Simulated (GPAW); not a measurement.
# C (Fd-3m) in GPAW: settings compared, part 2 of 2

GPAW 26.7.0. Earlier steps stand in the parts before.

**4. Band structure, BP86**

The input, run.py:

```python
from ase.dft.bandgap import bandgap
from ase.io import write
from ase.spacegroup import crystal
from ase.units import GPa
from gpaw import GPAW, PW, setup_paths

setup_paths.insert(0, '.')

# C 8a
atoms = crystal(['C'],
                basis=[[0.25, 0.25, 0.25]],
                spacegroup=227, setting=1,  # Fd-3m
                cellpar=[3.56674, 3.56674, 3.56674, 90.0, 90.0, 90.0],
                primitive_cell=True)

calc = GPAW(mode=PW(800),
            xc='GGA_X_B88+GGA_C_P86',
            kpts={'size': (10, 10, 10), 'gamma': True},
            occupations={'name': 'fermi-dirac', 'width': 0.05},
            nbands=11,
            convergence={'density': 1e-05, 'energy': 1e-05},
            maxiter=150,
            txt='gpaw.txt')
atoms.calc = calc
energy = atoms.get_potential_energy()
forces = atoms.get_forces()
stress = atoms.get_stress()
calc.write('gs.gpw')
write('result.traj', atoms)
print(f'Energy: {energy:.6f} eV')
print('Forces (eV/A):')
print(forces.round(4))
print('Stress (GPa):', (stress / GPa).round(3))
print('Fermi level:', round(calc.get_fermi_level(), 4), 'eV')
print(f'Gap: {bandgap(calc)[0]:.4f} eV, direct: {bandgap(calc, direct=True)[0]:.4f} eV')

path = atoms.cell.bandpath('GXWKGLUWLK,UX', npoints=60, eps=1e-4)
bs_calc = calc.fixed_density(kpts=path, symmetry='off', nbands=18,
                             convergence={'bands': 'CBM+6.0', 'eigenstates': 1e-6}, txt='bands.txt')
bs = bs_calc.band_structure()
bs.write('bs.json')
print(f'Gap on the path: {bandgap(bs_calc)[0]:.4f} eV')
```

Potentials or basis: PAW data sets generated in the run's folder for this functional, pw.

Launch:

```sh
$ gpaw-setup -f GGA_X_B88+GGA_C_P86 C
$ OMP_NUM_THREADS=1 python run.py
```

gpaw.txt:

```text
__  _  _
 | _ |_)|_||  |
 |__||  | ||/\| - 26.7.0

Input parameters:
  mode=PW(ecut=800.0),
  convergence={'density': 1e-05, 'energy': 1e-05},
  kpts=MonkhorstPack(size=(10, 10, 10), gamma=True),
  maxiter=150,
  nbands=11,
  occupations=Occupations(name='fermi-dirac', width=0.05),
  xc=XC(name='GGA_X_B88+GGA_C_P86')

Diagonalizing LCAO Hamiltonian
Converting LCAO to pw mode

          C
       C

Atoms  # Å, Bohr magnetons
|   | symbol |        x |        y |        z |    initial magnetic moments |
|---|--------|----------|----------|----------|-----------------------------|
| 0 |      C | 0.891685 | 0.891685 | 0.891685 | ( 0.0000,  0.0000,  0.0000) |
| 1 |      C | 0.000000 | 0.000000 | 0.000000 | ( 0.0000,  0.0000,  0.0000) |

Unit cell  # Å
| periodic |        x |        y |        z |  lengths |    angles |
|----------|----------|----------|----------|----------|-----------|
|      yes | 0.000000 | 1.783370 | 1.783370 | 2.522066 | 60.000000 |
|      yes | 1.783370 | 0.000000 | 1.783370 | 2.522066 | 60.000000 |
|      yes | 1.783370 | 1.783370 | 0.000000 | 2.522066 | 60.000000 |

Number of symmetries: 24
Symmetry operations  # r_c * U_cc + t_c -> r_c
|    | kind |            matrix            |
|----|------|------------------------------|
|  0 |  E   |  1, 0, 0,  0, 1, 0,  0, 0, 1 |
|  1 |  σ   |  1, 0, 0,  0, 0, 1,  0, 1, 0 |
|  2 |  σ   |  1, 0,-1,  0, 1,-1,  0, 0,-1 |
|  3 |  C3  |  1, 0,-1,  0, 0,-1,  0, 1,-1 |
|  4 |  C3  |  1,-1, 0,  0,-1, 1,  0,-1, 0 |
|  5 |  σ   |  1,-1, 0,  0,-1, 0,  0,-1, 1 |
|  6 |  σ   |  0, 1, 0,  1, 0, 0,  0, 0, 1 |
|  7 |  C3  |  0, 1, 0,  0, 0, 1,  1, 0, 0 |
|  8 |  C2  |  0, 1,-1,  1, 0,-1,  0, 0,-1 |
[... 121 lines left out ...]

SCF iterations
|iter     | |      energy | eigst |  dens |
|---------|-|-------------|-------|-------|
|iter:   1| |  -18.339246 | +0.18 |       |
|iter:   2| |  -18.267588 | -2.72 | -0.79 |
|iter:   3| |  -17.808356 | -1.49 | -0.82 |
|iter:   4| |  -17.802737 | -2.67 | -1.47 |
|iter:   5| |  -17.803266 | -4.59 | -2.19 |
|iter:   6| |  -17.803269 | -6.73 | -3.43 |
|iter:   7| |  -17.803269c| -8.33c| -4.13 |
|iter:   8| |  -17.803269c| -9.06c| -5.53c|

Converged in 8 steps
Energy contributions relative to reference atoms: (reference = -2058.030672)

Energy contributions:
  Kinetic:          17.573972
  Coulomb:         -16.562402
  Zero:              0.044138
  External:          0.000000
  Xc:              -18.858977
  Entropy:          -0.000000
  Spinorbit:         0.000000
  ----------------------------
  Free energy:     -17.803269
  Extrapolated:    -17.803269

dipole moment: (-8.935625, -8.935625, -8.935625)  # |e|*Ang

Fermi level: 13.790
Eigenvalues  # (at kpt = [0.000, 0.000, 0.000])
| band index |      eig [eV] | occ [0-2] |
|------------|---------------|-----------|
|          0 |        -9.444 |     2.000 |
|          1 |        12.001 |     2.000 |
|          2 |        12.001 |     2.000 |
|          3 |        12.001 |     2.000 |
|          4 |        17.637 |     0.000 |
|          5 |        17.637 |     0.000 |
|          6 |        17.637 |     0.000 |
|          7 |        25.308 |     0.000 |
|          8 |        31.347 |     0.000 |
|          9 |        38.617 |     0.000 |
|         10 |        39.067 |     0.000 |

Gap: 4.216 eV
Transition (v -> c):
  (s=0, k=0, n=3, [0.00, 0.00, 0.00]) -> (s=0, k=24, n=4, [0.40, 0.40, 0.00])
Direct/indirect transitions are different
Direct gap: 5.636 eV
Transition at: (s=0, k=0, n=3, [0.00, 0.00, 0.00])

Forces  # eV/Ang
|        x |        y |       z |
|----------|----------|---------|
| -0.00000 |  0.00000 | 0.00000 |  # C    0
|  0.00000 | -0.00000 | 0.00000 |  # C    1

Stress tensor  # eV/Ang^3
|         x |         y |         z |
|-----------|-----------|-----------|
| -0.026970 | -0.000000 | -0.000000 |
| -0.000000 | -0.026970 |  0.000000 |
| -0.000000 |  0.000000 | -0.026970 |

# Writing to gs.gpw (mode='')
```

bands.txt:

```text
Diagonalizing LCAO Hamiltonian
Converting LCAO to pw mode
convergence criteria:
- Maximum integral of absolute [eigenst]ate change: 1e-06 eV^2 / valence electron
maximum number of iterations: 150

SCF iterations
|iter     | |      energy | eigst |  dens |
|---------|-|-------------|-------|-------|
[... 64 lines left out ...]
         [0.42857143, 0.42857143, 0.64285714],
         [0.41071429, 0.41071429, 0.67857143],
         [0.39285714, 0.39285714, 0.71428571],
         [0.375     , 0.375     , 0.75      ],
         [0.625     , 0.25      , 0.625     ],
         [0.59375   , 0.1875    , 0.59375   ],
         [0.5625    , 0.125     , 0.5625    ],
         [0.53125   , 0.0625    , 0.53125   ],
         [0.5       , 0.        , 0.5       ]])),
  maxiter=150,
  nbands=18,
  occupations=Occupations(name='fermi-dirac', width=0.05),
  symmetry=Symmetry(point_group=False, time_reversal=False),
  xc=XC(name='GGA_X_B88+GGA_C_P86')
```

It took 15 s on 1 thread of Intel Xeon Platinum 8488C (Sapphire Rapids), shared host; peak memory 0.16 GiB.

Results:

```
Free energy             : -17.8033 eV
Pressure                : 4.3 GPa
Band gap on the k mesh  : 4.22 eV, indirect (least direct gap 5.64 eV)
Band gap along the path : 4.18 eV, indirect (least direct gap 5.64 eV)
```

Levels at the corners of the path, in eV from the valence-band top:
| point | band 1 | band 2 | band 3 | band 4 | band 5 | band 6 | band 7 |
| --- | --- | --- | --- | --- | --- | --- | --- |
| Γ | -21.44 | 0.00 | 0.00 | 0.00 | 5.64 | 5.64 | 5.64 |
| X | -12.75 | -12.75 | -6.27 | -6.27 | 4.81 | 4.81 | 16.82 |
| W | -11.96 | -11.96 | -8.29 | -8.29 | 10.67 | 10.67 | 12.33 |
| K | -12.97 | -11.72 | -9.28 | -5.34 | 5.73 | 10.78 | 14.39 |
| Γ | -21.44 | 0.00 | 0.00 | 0.00 | 5.64 | 5.64 | 5.64 |
| L | -15.69 | -13.34 | -2.79 | -2.79 | 8.51 | 8.51 | 8.85 |
| U | -12.97 | -11.72 | -9.28 | -5.34 | 5.73 | 10.78 | 14.39 |
| W | -11.96 | -11.96 | -8.29 | -8.29 | 10.67 | 10.67 | 12.33 |
| L | -15.69 | -13.34 | -2.79 | -2.79 | 8.51 | 8.51 | 8.85 |
| K | -12.97 | -11.72 | -9.28 | -5.34 | 5.73 | 10.78 | 14.39 |
| U | -12.97 | -11.72 | -9.28 | -5.34 | 5.73 | 10.78 | 14.39 |
| X | -12.75 | -12.75 | -6.27 | -6.27 | 4.81 | 4.81 | 16.82 |

**5. Equation of state, PBE**

The input, run.py:

```python
from ase.eos import EquationOfState
from ase.io import Trajectory, read
from ase.units import GPa
from gpaw import GPAW, PW, setup_paths

setup_paths.insert(0, '.')

atoms = read('POSCAR')

traj = Trajectory('eos.traj', 'w')
volumes, energies = [], []
for x in [0.94, 0.96, 0.98, 1.0, 1.02, 1.04, 1.06]:
    a = atoms.copy()
    a.set_cell(atoms.cell * x**(1 / 3), scale_atoms=True)
    calc = GPAW(mode=PW(800),
                xc='PBE',
                kpts={'size': (10, 10, 10), 'gamma': True},
                occupations={'name': 'fermi-dirac', 'width': 0.05},
                nbands=11,
                convergence={'density': 1e-05, 'energy': 1e-05},
                maxiter=150,
                txt=f'eos-{x:.2f}.txt')
    a.calc = calc
    energies.append(a.get_potential_energy(force_consistent=True))
    volumes.append(a.get_volume())
    p = -a.get_stress()[:3].mean() / GPa
    calc.write(f'eos-{x:.2f}.gpw')
    traj.write(a)
    print(f'{x:.2f} {volumes[-1]:10.4f} A^3 {energies[-1]:14.6f} eV {p:9.3f} GPa', flush=True)

v0, e0, B = EquationOfState(volumes, energies, eos='birchmurnaghan').fit()
print(f'V0 = {v0:.4f} A^3, E0 = {e0:.6f} eV, B0 = {B / GPa:.2f} GPa')
```

The input, POSCAR:

```
C
1.0
    0.0000000000      1.7833700000      1.7833700000
    1.7833700000      0.0000000000      1.7833700000
    1.7833700000      1.7833700000      0.0000000000
C
2
Direct
    0.7500000000      0.7500000000      0.7500000000
    0.5000000000      0.5000000000      0.5000000000
```

Launch:

```sh
$ gpaw-setup -f PBE C
$ OMP_NUM_THREADS=1 python run.py
```

Wall time 46 s (1 thread of Intel Xeon Platinum 8488C (Sapphire Rapids), shared host); peak memory 0.18 GiB.

Results (log left out):

| Property | Result |
| --- | --- |
| Equilibrium volume | 5.70 Å³/atom |
| Bulk modulus | 433 GPa |
| Pressure derivative of the bulk modulus | 3.7 |

Energy against volume, from the lowest point:
```tsv
volume (Å³/atom)	energy (meV/atom)
5.332	35.72
5.445	16.46
5.558	4.81
5.672	0.00
5.785	1.43
5.899	8.62
6.012	20.94
```

**6. Equation of state, vdW-DF**

Edit run.py of step 5 so:

```diff
@@ -1,9 +1,13 @@
 from ase.eos import EquationOfState
-from ase.io import Trajectory, read
+from ase.io import Trajectory
+from ase.spacegroup import crystal
 from ase.units import GPa
-from gpaw import GPAW, PW, setup_paths
+from gpaw import GPAW, PW
 
-setup_paths.insert(0, '.')
-
-atoms = read('POSCAR')
+# C 8a
+atoms = crystal(['C'],
+                basis=[[0.25, 0.25, 0.25]],
+                spacegroup=227, setting=1,  # Fd-3m
+                cellpar=[3.56674, 3.56674, 3.56674, 90.0, 90.0, 90.0],
+                primitive_cell=True)
 
@@ -15,3 +19,3 @@
     calc = GPAW(mode=PW(800),
-                xc='PBE',
+                xc={'name': 'vdW-DF', 'backend': 'libvdwxc'},
                 kpts={'size': (10, 10, 10), 'gamma': True},
@@ -25,6 +29,5 @@
     volumes.append(a.get_volume())
-    p = -a.get_stress()[:3].mean() / GPa
     calc.write(f'eos-{x:.2f}.gpw')
     traj.write(a)
-    print(f'{x:.2f} {volumes[-1]:10.4f} A^3 {energies[-1]:14.6f} eV {p:9.3f} GPa', flush=True)
+    print(f'{x:.2f} {volumes[-1]:10.4f} A^3 {energies[-1]:14.6f} eV', flush=True)
```

Potentials or basis: GPAW PAW data sets (gpaw-data 1.2.1), pw.

Launch:

```sh
$ OMP_NUM_THREADS=1 python run.py
```

Log:

```text
__  _  _
 | _ |_)|_||  |
 |__||  | ||/\| - 26.7.0

Input parameters:
  mode=PW(ecut=800.0),
  convergence={'density': 1e-05, 'energy': 1e-05},
  kpts=MonkhorstPack(size=(10, 10, 10), gamma=True),
  maxiter=150,
  nbands=11,
  occupations=Occupations(name='fermi-dirac', width=0.05),
  xc=XC(name='vdW-DF', backend='libvdwxc')

Diagonalizing LCAO Hamiltonian
Converting LCAO to pw mode

          C
       C

Atoms  # Å, Bohr magnetons
|   | symbol |        x |        y |        z |    initial magnetic moments |
|---|--------|----------|----------|----------|-----------------------------|
| 0 |      C | 0.873482 | 0.873482 | 0.873482 | ( 0.0000,  0.0000,  0.0000) |
| 1 |      C | 0.000000 | 0.000000 | 0.000000 | ( 0.0000,  0.0000,  0.0000) |

Unit cell  # Å
| periodic |        x |        y |        z |  lengths |    angles |
|----------|----------|----------|----------|----------|-----------|
|      yes | 0.000000 | 1.746964 | 1.746964 | 2.470581 | 60.000000 |
|      yes | 1.746964 | 0.000000 | 1.746964 | 2.470581 | 60.000000 |
|      yes | 1.746964 | 1.746964 | 0.000000 | 2.470581 | 60.000000 |

Number of symmetries: 24
Symmetry operations  # r_c * U_cc + t_c -> r_c
|    | kind |            matrix            |
|----|------|------------------------------|
|  0 |  E   |  1, 0, 0,  0, 1, 0,  0, 0, 1 |
|  1 |  σ   |  1, 0, 0,  0, 0, 1,  0, 1, 0 |
|  2 |  σ   |  1, 0,-1,  0, 1,-1,  0, 0,-1 |
|  3 |  C3  |  1, 0,-1,  0, 0,-1,  0, 1,-1 |
|  4 |  C3  |  1,-1, 0,  0,-1, 1,  0,-1, 0 |
|  5 |  σ   |  1,-1, 0,  0,-1, 0,  0,-1, 1 |
|  6 |  σ   |  0, 1, 0,  1, 0, 0,  0, 0, 1 |
|  7 |  C3  |  0, 1, 0,  0, 0, 1,  1, 0, 0 |
|  8 |  C2  |  0, 1,-1,  1, 0,-1,  0, 0,-1 |
[... 115 lines left out ...]
  Mode: serial
  Semilocal: GGA_X_PBE_R+LDA_C_PW with 2 nearest neighbor stencil
  Local blocksize: 36 x 36 x 36
  PAW datasets: revPBE

convergence criteria:
- Maximum integral of absolute [dens]ity change: 1e-05 electrons / valence electron
- Maximum [total energy] change in last 3 cyles: 1e-05 eV / valence electron
- Maximum integral of absolute [eigenst]ate change: 4e-08 eV^2 / valence electron
maximum number of iterations: 150

SCF iterations
|iter     | |      energy | eigst |  dens |
|---------|-|-------------|-------|-------|
|iter:   1| |  -27.000775 | +0.26 |       |
|iter:   2| |  -26.915313 | -2.68 | -0.76 |
|iter:   3| |  -26.380241 | -1.30 | -0.79 |
|iter:   4| |  -26.376857 | -2.42 | -1.44 |
|iter:   5| |  -26.377934 | -4.42 | -2.16 |
|iter:   6| |  -26.377941 | -6.31 | -3.24 |
|iter:   7| |  -26.377942c| -7.85c| -4.08 |
|iter:   8| |  -26.377942c| -9.05c| -4.82 |
|iter:   9| |  -26.377942c| -9.09c| -5.53c|

Converged in 9 steps
Energy contributions relative to reference atoms: (reference = -2057.868905)

Energy contributions:
  Kinetic:          26.891166
  Coulomb:         -23.933782
  Zero:              0.040100
  External:          0.000000
  Xc:              -29.375426
  Entropy:           0.000000
  Spinorbit:         0.000000
  ----------------------------
  Free energy:     -26.377942
  Extrapolated:    -26.377942

dipole moment: (-8.761784, -8.761784, -8.761784)  # |e|*Ang

Fermi level: 14.789
Eigenvalues  # (at kpt = [0.000, 0.000, 0.000])
| band index |      eig [eV] | occ [0-2] |
|------------|---------------|-----------|
|          0 |        -9.097 |     2.000 |
|          1 |        13.043 |     2.000 |
|          2 |        13.043 |     2.000 |
|          3 |        13.043 |     2.000 |
|          4 |        18.938 |     0.000 |
|          5 |        18.938 |     0.000 |
|          6 |        18.938 |     0.000 |
|          7 |        27.924 |     0.000 |
|          8 |        33.768 |     0.000 |
|          9 |        40.557 |     0.000 |
|         10 |        40.903 |     0.000 |

Gap: 4.608 eV
Transition (v -> c):
  (s=0, k=0, n=3, [0.00, 0.00, 0.00]) -> (s=0, k=24, n=4, [0.40, 0.40, 0.00])
Direct/indirect transitions are different
Direct gap: 5.896 eV
Transition at: (s=0, k=0, n=3, [0.00, 0.00, 0.00])
# Writing to eos-0.94.gpw (mode='')
```

Wall time 50 s (1 thread of Intel Xeon Platinum 8488C (Sapphire Rapids), shared host); peak memory 0.22 GiB.

Results:

* Equilibrium volume: 5.83 Å³/atom
* Bulk modulus: 410 GPa
* Pressure derivative of the bulk modulus: 3.6

Energy against volume, from the lowest point:
| volume (Å³/atom) | energy (meV/atom) |
| --- | --- |
| 5.332 | 61.86 |
| 5.445 | 35.54 |
| 5.558 | 16.91 |
| 5.672 | 5.25 |
| 5.785 | 0.00 |
| 5.899 | 0.66 |
| 6.012 | 6.59 |

Caveat: the PAW data sets were made with another functional, which shifts forces and pressure a little.

**7. For comparison**

An earlier run on the cell as given: functional PBEsol; potentials or basis PAW data sets generated in the run's folder for this functional; cutoff 800 eV; basis pw; k mesh 13 × 13 × 13; occupations fermi-dirac, width 0.05 eV; no spin polarisation.

- Pressure: -5.2 GPa
- Band gap on the k mesh: 4.01 eV, indirect (least direct gap 5.54 eV)

**8. Summary**

```tsv
task	level	potentials or basis	k mesh	band path	band points	gap on the mesh (eV)	pressure (GPa)	V0 of scaled cells (Å³/atom)	B0 (GPa)
equation of state	PBEsol+D3(BJ)	PAW data sets generated in the run's folder for this functional, pw	10 × 10 × 10	-	-	-	-	5.57	457
band structure	BP86	PAW data sets generated in the run's folder for this functional, pw	10 × 10 × 10	GXWKGLUWLK,UX	60	4.22	4.3	-	-
equation of state	PBE	PAW data sets generated in the run's folder for this functional, pw	10 × 10 × 10	-	-	-	-	5.70	433
equation of state	vdW-DF	GPAW PAW data sets (gpaw-data 1.2.1), pw	10 × 10 × 10	-	-	-	-	5.83	410
single point	PBEsol	PAW data sets generated in the run's folder for this functional, pw	13 × 13 × 13	-	-	4.01	-5.2	-	-
```

Alike in all rows: no spin polarisation; cell as given; cutoff (eV) 800; smearing fermi-dirac 0.05 eV.

Caveats: the PAW data sets were made with another functional, which shifts forces and pressure a little (some runs); an odd mesh through Γ misses points on the zone boundary, where band edges often lie (some runs).

Total energies depend on the potentials used, so only differences within one code and one set of settings carry meaning.

**9. How close it comes**

Step 3. Against the measured bulk modulus of C, 444.8 GPa (quoted in “Equation of state of cubic boron nitride at high pressures and temperatures”, 2007, arxiv:cond-mat/0702656), the calculated 457 GPa is off by +2.7 %. 3 values of this kind are on record (442 to 444.8 GPa); this one was drawn at random among those near their median, those with a stated uncertainty first. The fit is for a static lattice scaled at fixed shape and fixed fractional positions. The cell as given is a measured one (5.67 Å³/atom); PBEsol+D3(BJ) puts the equilibrium volume -1.8 % from it, thermal expansion not counted.

Step 5. Measured bulk modulus of C: 442 GPa (quoted in “Equation of state of cubic boron nitride at high pressures and temperatures”, 2007, arxiv:cond-mat/0702656). This calculation gives 433 GPa (-2.0 %). 3 values of this kind are on record (442 to 444.8 GPa); this one was drawn at random among those near their median, those with a stated uncertainty first. The fit is for a static lattice scaled at fixed shape and fixed fractional positions. The cell as given is a measured one (5.67 Å³/atom); PBE puts the equilibrium volume +0.5 % from it, thermal expansion not counted.

Step 6. Against the measured bulk modulus of C, 442 GPa (quoted in “Equation of state of cubic boron nitride at high pressures and temperatures”, 2007, arxiv:cond-mat/0702656), the calculated 410 GPa is off by -7.2 %. 3 values of this kind are on record (442 to 444.8 GPa); this one was drawn at random among those near their median, those with a stated uncertainty first. The fit is for a static lattice scaled at fixed shape and fixed fractional positions. The cell as given is a measured one (5.67 Å³/atom); vdW-DF puts the equilibrium volume +2.8 % from it, thermal expansion not counted.
